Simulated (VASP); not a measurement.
Level of theory: PBEsol GGA, VASP's PBE PAW potentials (set 64) (plane waves; VASP).

Input for VASP

INCAR:
```
# general
SYSTEM  = BaSnO3
PREC    = Accurate
ENCUT   = 400
LREAL   = .False.
LASPH   = .True.

# electronic loop
EDIFF   = 1E-6
NELM    = 100
ALGO    = Normal
LMAXMIX = 4

# smearing
ISMEAR  = -1
SIGMA   = 0.05

# functional
GGA     = PS

# ions
ISIF    = 2

# output
LWAVE   = .False.
LCHARG  = .False.
```

KPOINTS:
```
Automatic mesh
0
Gamma
6 6 6
0.5 0.5 0.5
```

POSCAR:
```
BaSnO3
4.143470
  1.0000000000   0.0000000000   0.0000000000
  0.0000000000   1.0000000000   0.0000000000
  0.0000000000   0.0000000000   1.0000000000
Ba Sn O
1 1 3
Direct
  0.5000000000   0.5000000000   0.5000000000
  0.0000000000   0.0000000000   0.0000000000
  0.0000000000   0.5000000000   0.0000000000
  0.5000000000   0.0000000000   0.0000000000
  0.0000000000   0.0000000000   0.5000000000
```

POTCAR, in this order: Ba_sv Sn_d O (PBE.64 set). Program: vasp_std.

The resulting files:

**OSZICAR**
```
       N       E                     dE             d eps       ncg     rms          rms(c)
DAV:   1     0.406679271091E+03    0.40668E+03   -0.18668E+04   509   0.185E+03
DAV:   2     0.532038432122E+01   -0.40136E+03   -0.39196E+03   590   0.496E+02
DAV:   3    -0.357588572223E+02   -0.41079E+02   -0.40466E+02   621   0.152E+02
DAV:   4    -0.374817721786E+02   -0.17229E+01   -0.17208E+01   676   0.299E+01
DAV:   5    -0.375166194200E+02   -0.34847E-01   -0.34841E-01   703   0.363E+00    0.128E+01
DAV:   6    -0.334811323220E+02    0.40355E+01   -0.21851E+01   750   0.622E+01    0.610E+00
DAV:   7    -0.334564817044E+02    0.24651E-01   -0.13881E+00   557   0.740E+00    0.313E+00
DAV:   8    -0.334018749466E+02    0.54607E-01   -0.24210E-01   767   0.379E+00    0.638E-01
DAV:   9    -0.333929398042E+02    0.89351E-02   -0.59411E-02   798   0.222E+00    0.145E-01
DAV:  10    -0.333933492455E+02   -0.40944E-03   -0.46123E-03   728   0.818E-01    0.622E-02
DAV:  11    -0.333933343989E+02    0.14847E-04   -0.11643E-03   783   0.333E-01    0.343E-02
DAV:  12    -0.333933139714E+02    0.20427E-04   -0.11451E-04   696   0.831E-02    0.126E-02
DAV:  13    -0.333933123482E+02    0.16233E-05   -0.14079E-05   719   0.225E-02    0.135E-03
DAV:  14    -0.333933121831E+02    0.16510E-06   -0.47301E-07   296   0.788E-03
   1 F= -.33393312E+02 E0= -.33393312E+02  d E =-.467332E-07
```

**OUTCAR**
```
------------------------ aborting loop because EDIFF is reached ----------------------------------------
  FORCE on cell =-STRESS in cart. coord.  units (eV):
  Direction    XX          YY          ZZ          XY          YZ          ZX
  --------------------------------------------------------------------------------------
  Total       -2.3253869     -2.3253869     -2.3253869      0.0000000     -0.0000000      0.0000000
  in kB      -52.3736942    -52.3736942    -52.3736942      0.0000000     -0.0000000      0.0000000
  external PRESSURE =     -52.3736942 kB  Pullay stress =       0.0000000 kB
  volume of cell :       71.14
      direct lattice vectors                 reciprocal lattice vectors
     4.143470000  0.000000000  0.000000000     0.241343608  0.000000000  0.000000000
     0.000000000  4.143470000  0.000000000     0.000000000  0.241343608  0.000000000
     0.000000000  0.000000000  4.143470000     0.000000000  0.000000000  0.241343608
 POSITION                                       TOTAL-FORCE (eV/Angst)
 -----------------------------------------------------------------------------------
      2.07173      2.07173      2.07173         0.000000      0.000000      0.000000
      0.00000      0.00000      0.00000         0.000000      0.000000      0.000000
      0.00000      2.07173      0.00000         0.000000      0.000000      0.000000
      2.07173      0.00000      0.00000         0.000000      0.000000      0.000000
      0.00000      0.00000      2.07173         0.000000      0.000000      0.000000
 -----------------------------------------------------------------------------------
    total drift:                               -0.000000      0.000000     -0.000000
  FREE ENERGIE OF THE ION-ELECTRON SYSTEM (eV)
  ---------------------------------------------------
  free  energy   TOTEN  =       -33.3933121831 eV

  energy  without entropy=      -33.3933121363  energy(sigma->0) =      -33.39331216
```
(Selected blocks of OUTCAR.)

OUTCAR:
```
 val. band max:        4.0772525819   @ k =   0.4167   0.4167   0.4167

 cond. band min:       5.6098031754   @ k =   0.0833   0.0833   0.0833


 Fermi energy:         4.8700594642

 k-point     1 :       0.0833    0.0833    0.0833
  band No.  band energies     occupation
      1     -20.7900      2.00000
      2     -16.3672      2.00000
      3     -16.3672      2.00000
      4     -15.6194      2.00000
      5     -15.6193      2.00000
      6     -15.6193      2.00000
      7     -13.4125      2.00000
      8     -10.7154      2.00000
      9     -10.7154      2.00000
     10      -5.9972      2.00000
     11      -5.9972      2.00000
     12      -5.9186      2.00000
     13      -0.8568      2.00000
     14      -0.2103      2.00000
     15      -0.2103      2.00000
     16       2.9479      2.00000
     17       2.9479      2.00000
     18       2.9970      2.00000
     19       3.1850      2.00000
     20       3.6230      2.00000
     21       3.6230      2.00000
     22       5.6098      0.00000
     23       9.2838      0.00000
     24       9.2838      0.00000
     25      11.4867      0.00000

 k-point     2 :       0.2500    0.0833    0.0833
  band No.  band energies     occupation
      1     -20.7584      2.00000
      2     -16.3654      2.00000
      3     -16.2424      2.00000
      4     -15.6271      2.00000
      5     -15.6265      2.00000
      6     -15.6190      2.00000
      7     -13.2995      2.00000
      8     -11.3157      2.00000
      9     -10.6990      2.00000
     10      -5.9362      2.00000
     11      -5.9342      2.00000
     12      -5.7779      2.00000
     13      -1.3224      2.00000
     14      -0.2591      2.00000
     15       0.2410      2.00000
     16       2.3446      2.00000
     17       2.6148      2.00000
     18       2.8497      2.00000
     19       3.1396      2.00000
     20       3.4747      2.00000
     21       3.5289      2.00000
     22       6.9909      0.00000
     23       9.9708      0.00000
...
```

At this cut-off the stress carries a Pulay error, which pulls relaxed volumes low. Unless said otherwise, spin-orbit coupling is left out, though it shifts the bands of the heavy elements here.

The structure comes from a computed database's BaSnO3 entry; how it stands against other phases isn't given here. The cell was not relaxed at this level. The run is one of a series of settings (GGA = PS against the base run), some of them coarse on purpose.
